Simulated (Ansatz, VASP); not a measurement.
**K in VASP and in Ansatz**

```
K
1.0
     4.68760    0.00000    0.00000
     0.00000    4.31044    0.00000
     0.00000    0.00000    4.31044
K
1
Direct
  0.00000 0.00000 0.00000
```

Change from the starting cell: strain +0.0875 x Voigt [1, 0, 0, 0, 0, 0], atoms carried along.

Alike in both runs: task single point; functional PBEsol; k mesh 12 × 12 × 12; occupations gaussian, width 0.15 eV; no spin polarisation.

|  | VASP | Ansatz |
| --- | --- | --- |
| version | VASP 6.6.1 | Ansatz 0.2.0 |
| potentials or method | VASP PAW PBE potentials, release 64 (K_sv) | scalar-relativistic, plane waves, PAW |
| plane-wave cutoff (eV) | 520 | 420 |
| valence electrons in the cell | 9 | 9 |

```tsv
	VASP	Ansatz	Ansatz less VASP
gap on the k mesh at the Fermi level (eV)	none	none	-
pressure (GPa)	-0.3	-0.3	+0.01
largest component of the traceless stress (GPa)	0.33	0.33	-0.001
```

A gap of «none» marks a metal or a gap that the smearing closes.

Caveats: the PAW data sets were made with another functional, which shifts forces and pressure a little (VASP).
